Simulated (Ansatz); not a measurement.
# Mo (Fm-3m) in Ansatz: a series of runs

Runs on Mo. Level: BLYP. Tasks: single point, equation of state.

Everything below comes from runs of Ansatz 0.2.0. Logs are shortened: lines on timing, memory, paths and dates and some standing lists are left out, and cuts for length are marked.

### Step 1. Starting point

It takes space group Fm-3m (No. 225, cubic). Conventional cell: a = 4.030 Å, b = 4.030 Å, c = 4.030 Å, α = 90.00°, β = 90.00°, γ = 90.00°. Mo (site symmetry m-3m) is surrounded by 12 Mo at 2.85 Å.

This isn't the form of Mo at room conditions, which is bcc.

### Step 2. Single point, BLYP, spin-orbit coupling, no magnetisation, 15.38 Å³/atom (volume scaled by 0.94)

The input, input.yaml:

```yaml
crystal:
  lattice:
    - [0.0, 1.9738660091, 1.9738660091]
    - [1.9738660091, 0.0, 1.9738660091]
    - [1.9738660091, 1.9738660091, 0.0]
  atoms:
    - { symbol: Mo, position: [0.0, 0.0, 0.0] }
kpoints:
  mp_grid: { grid: [8, 8, 8] }
scf:
  occupations: { method: fermi_dirac, width: 0.05 }
hamiltonian:
  xc: blyp
  pseudopotentials: { kind: all_electron, lapw: { basis_error: 0.001 } }
magnetization:
  noncollinear: true
  spin_orbit: true
output:
  forces: true
  stress: true
  eigenvalues: true
```

Potentials or basis: all-electron LAPW, relativistic spinors.

On the command line:

```sh
ansatz run input.yaml --threads 1 --pin off --max-ram 2560MiB --backend cpu --events-out ev --progress --plain --runs-dir out
```

The program printed:

```text
Warning: RAYON_NUM_THREADS=1 ignored (pool sized by the plan → 1); use --threads N
LAPW: plane waves up to 7.972 Å⁻¹, error target 1.0e-3 eV per atom; Dirac's equation on spinors; Mo in spheres of 1.396 Å, 30 of its electrons in bands (how accurate: hamiltonian.pseudopotentials.lapw.basis_error, Limitations)
Engine: ansatz 0.2.0, x86_64-unknown-linux-gnu
Pseudopotentials: kind: all_electron
Pseudopotential: Mo, LAPW, valence charge 30, lapw/all_electron/dirac/gaussian/Mo, Dirac's equation, gaussian nucleus
Functional definition: BLYP
  parameter beta = 0.0042
  parameter a = 0.04918
  parameter b = 0.132
  parameter c = 0.2533
  parameter d = 0.349
  exchange = b88_x(beta = beta)
  correlation = lyp_c(a = a, b = b, c = c, d = d)
non-collinear run that drives no moment, with spin-orbit: no starting moment large enough to seed its density (crystal.atoms[].spin), no starting occupations that ask for one, no magnetisation constraint and no magnetic field, so the semilocal B_xc is pinned to zero
Crystal: 1 atoms, lattice volume = 15.381 Å³
Basis set: ecut = 242.12786916028384 eV, 137 PW (Γ), exchange–correlation at level 2
Bands: 38, of which v1, the nominal top of the filled ones, is band 30 counted from 1 (29 counted from 0)
Symmetry: 48 space group operations + 48 with time reversal
Magnetic group: BNS 225.117 (UNI 1619), of the structure as read, at distance tolerance 2.5e-5 Å
k-points: 29 of 512
Non-local potential: Mo, projectors of the file, none
Initial density: superposition of atomic densities (chi_scale 0.1, normalization cell)
Initial wavefunctions: plane waves of lowest kinetic energy (no species holds an atomic orbital)
Functional: x = b88, c = lyp
iter 1 solved again at ethr=3.61e-4 eV; its pass at ethr=1.00e-1 eV (dr2=1.08e-1 eV) is discarded
SCF iter   1: F=—  HF=-110206.771050 eV  |F-HF|=—  |Δ(HF+E_count)|=         —  Δρ=3.72e-2  dr2=1.09e-1  dr2_m=0.00e0 (ungated)  ethr=3.61e-4  |M|=0.00e0 ∫|m|=0.00e0 μB  β_m=0.30  ⟨swp⟩=2.7  Hψ=6876  notcnv=0
preconditioner: auto → none  [metal: Δε(μ)=0.108 eV  Ē_g=8.404 eV  σ=0.050 eV  W_gap=0.48  n_scr=8 (ndim 8)  ℏωp=23.2 eV  f_vac=0.000  D(μ)=1.56/eV (n_scr^D=14)  sad-step TF]
SCF iter   2: F=—  HF=-110206.473473 eV  |F-HF|=—  |Δ(HF+E_count)|=   2.98e-1  Δρ=2.31e-2  dr2=4.52e-2  dr2_m=0.00e0 (ungated)  ethr=3.61e-4  |M|=0.00e0 ∫|m|=0.00e0 μB  β_m=0.43  ⟨swp⟩=2.1  Hψ=3426  notcnv=0
SCF iter   3: F=—  HF=-110206.403994 eV  |F-HF|=—  |Δ(HF+E_count)|=   6.95e-2  Δρ=8.07e-3  dr2=6.39e-3  dr2_m=0.00e0 (ungated)  ethr=1.51e-4  |M|=0.00e0 ∫|m|=0.00e0 μB  β_m=0.64  ⟨swp⟩=2.0  Hψ=3304  notcnv=0
iter 4 solved again at ethr=1.17e-7 eV; its pass at ethr=2.13e-5 eV (dr2=3.51e-5 eV) is discarded
SCF iter   4: F=—  HF=-110206.404616 eV  |F-HF|=—  |Δ(HF+E_count)|=   6.22e-4  Δρ=5.68e-4  dr2=3.56e-5  dr2_m=0.00e0 (ungated)  ethr=1.17e-7  |M|=0.00e0 ∫|m|=0.00e0 μB  β_m=0.68  ⟨swp⟩=2.7  Hψ=5596  notcnv=0
SCF iter   5: F=—  HF=-110206.404648 eV  |F-HF|=—  |Δ(HF+E_count)|=   3.22e-5  Δρ=1.03e-4  dr2=1.02e-6  dr2_m=0.00e0 (ungated)  ethr=1.17e-7  |M|=0.00e0 ∫|m|=0.00e0 μB  β_m=0.80  ⟨swp⟩=3.0  Hψ=3364  notcnv=0
SCF iter   6: F=-110206.404651 eV  HF=-110206.404651 eV  |F-HF|=1.53e-8  |Δ(HF+E_count)|=   2.72e-6  Δρ=7.06e-6  dr2=2.16e-9  dr2_m=0.00e0 (ungated)  ethr=3.42e-9  |M|=0.00e0 ∫|m|=0.00e0 μB  ⟨swp⟩=3.0  Hψ=3388  notcnv=0
SCF 1 converged in 6 iterations: F = -110206.404651 eV  dr2 = 2.16e-9
SCF converged after 6 iterations
Magnetization: |M| = 0.0000 μB,  M = (+0.0000, +0.0000, +0.0000) μB
Absolute magnetization: 0.0000 μB (∫|m|)
  site 0: m = (+0.0000, +0.0000, +0.0000) μB, |m| = 0.0000 μB  (R = 1.40 Å)
Free energy (F): -110206.404651 eV
Harris-Foulkes:  -110206.404651 eV  (|F-HF|=1.53e-8)
Internal energy: -110206.393813 eV  (E = F + TS)
E sigma→0 (E₀):  -110206.399232 eV
Entropy (-TS):   -0.010838 eV (-10.838 meV/atom)
Fermi energy:    23.977472 eV
--- Per-component energies (eV) ---
  E_band       = -4044.745730
  E_kinetic    = 114284.040570
  E_xc         = -3386.403164
  E_electrostatic = -221104.031218  (all electrons and nuclei)
  E_smearing   = -0.010838  (= −TS)
  E_closure    = 0.000000  (closes the sum)
  E_atoms      = -110197.356562  (free atoms, spherical and without spin; not in F)
  Σ components = -110206.404651   (vs F -110206.404651, Δ=0.00e0)
  Basis errors (estimates in eV, not in F): energy 2.0e-4 per atom: plane waves 1.7e-4 (8.4e-5 summed), levels above the bands 1.2e-109, relativity 6.8e-8, radial functions 3.3e-5, core shells 8.3e-8; eigenvalues (radial functions only) 3.1e-6; not estimated: angular momenta, meshes, grids; target (lapw.basis_error) 1.0e-3; muffin-tin radii Mo 1.396 Å
--- Forces (eV/Å), atoms counted from 1 ---
  atom   1  Mo     0.00000000    -0.00000000     0.00000000
  max |Σ_I F_I| component: 5.39e-28 eV/Å
--- Stress (GPa, compression-positive) ---
       20.013501       0.000000       0.000000
        0.000000      20.013501      -0.000000
        0.000000      -0.000000      20.013501
  P = ⅓ Tr σ = 20.0135 GPa (200.135 kbar)
--- Band table (eV; the first three rows and the last of 29) ---
  k-point 0: bands = ["-363.0531", "-363.0531", "-345.4992", "-345.4992", "-345.4992", "-345.4992", "-194.9857", "-194.9857", "-194.9857", "-194.9857", "-191.6647", "-191.6647", "-191.6647", "-191.6647", "-191.6557", "-191.6557", "-36.6913", "-36.6913", "-11.7369", "-11.7369", "-9.1289", "-9.1289", "-9.1289", "-9.1289", "17.3321", "17.3321", "23.1468", "23.1468", "23.1468", "23.1468", "23.2854", "23.2854", "26.0207", "26.0207", "26.0207", "26.0207", "37.1987", "37.1987"]
  k-point 1: bands = ["-363.0531", "-363.0531", "-345.4992", "-345.4992", "-345.4992", "-345.4992", "-194.9857", "-194.9857", "-194.9857", "-194.9857", "-191.6647", "-191.6647", "-191.6647", "-191.6647", "-191.6557", "-191.6557", "-36.6532", "-36.6532", "-11.8237", "-11.8237", "-9.2995", "-9.2995", "-9.1593", "-9.1593", "17.9666", "17.9666", "22.8118", "22.8118", "23.3953", "23.3953", "23.5256", "23.5256", "25.8122", "25.8122", "25.8544", "25.8544", "38.3520", "38.3520"]
  k-point 2: bands = ["-363.0531", "-363.0531", "-345.4992", "-345.4992", "-345.4992", "-345.4992", "-194.9857", "-194.9857", "-194.9857", "-194.9857", "-191.6647", "-191.6647", "-191.6647", "-191.6647", "-191.6557", "-191.6557", "-36.5602", "-36.5602", "-12.0557", "-12.0557", "-9.6680", "-9.6680", "-9.2317", "-9.2317", "19.1884", "19.1884", "22.6908", "22.6908", "23.5239", "23.5239", "23.7055", "23.7055", "26.0745", "26.0745", "26.1883", "26.1883", "37.8488", "37.8488"]
  k-point 28: bands = ["-363.0531", "-363.0531", "-345.4992", "-345.4992", "-345.4992", "-345.4992", "-194.9857", "-194.9857", "-194.9857", "-194.9857", "-191.6647", "-191.6647", "-191.6647", "-191.6647", "-191.6557", "-191.6557", "-36.3383", "-36.3383", "-12.4807", "-12.4807", "-10.1551", "-10.1551", "-9.8495", "-9.8495", "20.4510", "20.4510", "22.1230", "22.1230", "22.1708", "22.1708", "25.3330", "25.3330", "28.8220", "28.8220", "35.1851", "35.1851", "35.5490", "35.5490"]
```

Wall time 15 s (1 thread of Intel Xeon Platinum 8375C at 2.90GHz (Ice Lake), shared host); peak memory 0.39 GiB.

What came out:

```
Free energy            : -110206.4047 eV
Pressure               : 20.0 GPa
Band gap on the k mesh : none (metal or under the smearing width)
```

Caveat: the k mesh is thin for a metal, which can move the energy by tens of meV per atom.

### Step 3. Single point, BLYP, spin-orbit coupling, no magnetisation, 15.71 Å³/atom (volume scaled by 0.96)

input.yaml: that of step 2 with these lines changed.

```diff
@@ -2,5 +2,5 @@
   lattice:
-    - [0.0, 1.9738660091, 1.9738660091]
-    - [1.9738660091, 0.0, 1.9738660091]
-    - [1.9738660091, 1.9738660091, 0.0]
+    - [0.0, 1.9877669319, 1.9877669319]
+    - [1.9877669319, 0.0, 1.9877669319]
+    - [1.9877669319, 1.9877669319, 0.0]
   atoms:
```

Potentials or basis: all-electron LAPW, relativistic spinors.

On the command line:

```sh
ansatz run input.yaml --threads 1 --pin off --max-ram 2560MiB --backend cpu --events-out ev --progress --plain --runs-dir out
```

Wall time 15 s (1 thread of Intel Xeon Platinum 8375C at 2.90GHz (Ice Lake), shared host); peak memory 0.38 GiB.

The run converged. Its results:

| Quantity | Value |
| --- | --- |
| Free energy | -110206.4394 eV |
| Pressure | 14.1 GPa |
| Band gap on the k mesh | none (metal or under the smearing width) |

Caveat: the k mesh is thin for a metal, which can move the energy by tens of meV per atom.

### Step 4. Single point, BLYP, spin-orbit coupling, no magnetisation, 16.04 Å³/atom (volume scaled by 0.98)

input.yaml: that of step 3 with these lines changed.

```diff
@@ -2,5 +2,5 @@
   lattice:
-    - [0.0, 1.9877669319, 1.9877669319]
-    - [1.9877669319, 0.0, 1.9877669319]
-    - [1.9877669319, 1.9877669319, 0.0]
+    - [0.0, 2.0014761026, 2.0014761026]
+    - [2.0014761026, 0.0, 2.0014761026]
+    - [2.0014761026, 2.0014761026, 0.0]
   atoms:
```

On the command line:

```sh
ansatz run input.yaml --threads 1 --pin off --max-ram 2560MiB --backend cpu --events-out ev --progress --plain --runs-dir out
```

Wall time 15 s (1 thread of Intel Xeon Platinum 8375C at 2.90GHz (Ice Lake), shared host); peak memory 0.39 GiB.

It converged, with:

| Quantity | Value |
| --- | --- |
| Free energy | -110206.4626 eV |
| Pressure | 8.8 GPa |
| Band gap on the k mesh | none (metal or under the smearing width) |

Caveat: the k mesh is thin for a metal, which can move the energy by tens of meV per atom.

### Step 5. Single point, BLYP, spin-orbit coupling, no magnetisation, 16.36 Å³/atom

input.yaml: that of step 4 with these lines changed.

```diff
@@ -2,5 +2,5 @@
   lattice:
-    - [0.0, 2.0014761026, 2.0014761026]
-    - [2.0014761026, 0.0, 2.0014761026]
-    - [2.0014761026, 2.0014761026, 0.0]
+    - [0.0, 2.015, 2.015]
+    - [2.015, 0.0, 2.015]
+    - [2.015, 2.015, 0.0]
   atoms:
```

On the command line:

```sh
ansatz run input.yaml --threads 1 --pin off --max-ram 2560MiB --backend cpu --events-out ev --progress --plain --runs-dir out
```

Wall time 13 s (1 thread of Intel Xeon Platinum 8375C at 2.90GHz (Ice Lake), shared host); peak memory 0.38 GiB.

It converged, with:

```
Free energy            : -110206.4756 eV
Pressure               : 4.0 GPa
Band gap on the k mesh : none (metal or under the smearing width)
```

Caveat: the k mesh is thin for a metal, which can move the energy by tens of meV per atom.

### Step 6. Single point, BLYP, spin-orbit coupling, no magnetisation, 16.69 Å³/atom (volume scaled by 1.02)

input.yaml: that of step 5 with these lines changed.

```diff
@@ -2,5 +2,5 @@
   lattice:
-    - [0.0, 2.015, 2.015]
-    - [2.015, 0.0, 2.015]
-    - [2.015, 2.015, 0.0]
+    - [0.0, 2.0283447598, 2.0283447598]
+    - [2.0283447598, 0.0, 2.0283447598]
+    - [2.0283447598, 2.0283447598, 0.0]
   atoms:
```

Potentials or basis: all-electron LAPW, relativistic spinors.

On the command line:

```sh
ansatz run input.yaml --threads 1 --pin off --max-ram 2560MiB --backend cpu --events-out ev --progress --plain --runs-dir out
```

Wall time 13 s (1 thread of Intel Xeon Platinum 8375C at 2.90GHz (Ice Lake), shared host); peak memory 0.38 GiB.

The run converged. Its results:

| Item | Value |
| --- | --- |
| Free energy | -110206.4793 eV |
| Pressure | -0.3 GPa |
| Band gap on the k mesh | none (metal or under the smearing width) |

Caveat: the k mesh is thin for a metal, which can move the energy by tens of meV per atom.

### Step 7. Single point, BLYP, spin-orbit coupling, no magnetisation, 17.02 Å³/atom (volume scaled by 1.04)

input.yaml: that of step 6 with these lines changed.

```diff
@@ -2,5 +2,5 @@
   lattice:
-    - [0.0, 2.0283447598, 2.0283447598]
-    - [2.0283447598, 0.0, 2.0283447598]
-    - [2.0283447598, 2.0283447598, 0.0]
+    - [0.0, 2.0415161987, 2.0415161987]
+    - [2.0415161987, 0.0, 2.0415161987]
+    - [2.0415161987, 2.0415161987, 0.0]
   atoms:
```

On the command line:

```sh
ansatz run input.yaml --threads 1 --pin off --max-ram 2560MiB --backend cpu --events-out ev --progress --plain --runs-dir out
```

Run time: 13 s. Hardware: 1 thread of Intel Xeon Platinum 8375C at 2.90GHz (Ice Lake), shared host; peak memory 0.38 GiB.

It converged, with:

```
Free energy            : -110206.4747 eV
Pressure               : -4.2 GPa
Band gap on the k mesh : none (metal or under the smearing width)
```

Caveat: the k mesh is thin for a metal, which can move the energy by tens of meV per atom.

### Step 8. Single point, BLYP, spin-orbit coupling, no magnetisation, 17.34 Å³/atom (volume scaled by 1.06)

input.yaml: that of step 7 with these lines changed.

```diff
@@ -2,5 +2,5 @@
   lattice:
-    - [0.0, 2.0415161987, 2.0415161987]
-    - [2.0415161987, 0.0, 2.0415161987]
-    - [2.0415161987, 2.0415161987, 0.0]
+    - [0.0, 2.0545198372, 2.0545198372]
+    - [2.0545198372, 0.0, 2.0545198372]
+    - [2.0545198372, 2.0545198372, 0.0]
   atoms:
```

On the command line:

```sh
ansatz run input.yaml --threads 1 --pin off --max-ram 2560MiB --backend cpu --events-out ev --progress --plain --runs-dir out
```

It took 13 s on 1 thread of Intel Xeon Platinum 8375C at 2.90GHz (Ice Lake), shared host; peak memory 0.39 GiB.

The run converged. Its results:

| Property | Result |
| --- | --- |
| Free energy | -110206.4626 eV |
| Pressure | -7.7 GPa |
| Band gap on the k mesh | none (metal or under the smearing width) |

Caveat: the k mesh is thin for a metal, which can move the energy by tens of meV per atom.

### Step 9. Equation of state, BLYP, spin-orbit coupling, no magnetisation

Potentials or basis: all-electron LAPW, relativistic spinors.

No new run: the results of the series are fitted here.

Results:

```
Equilibrium volume                      : 16.67 Å³/atom
Bulk modulus                            : 209 GPa
Pressure derivative of the bulk modulus : 4.3
```

Energy against volume, from the lowest point:
```csv
volume (Å³/atom),energy (meV/atom)
15.381,74.67
15.708,39.96
16.035,16.72
16.363,3.74
16.690,0.00
17.017,4.60
17.344,16.76
```
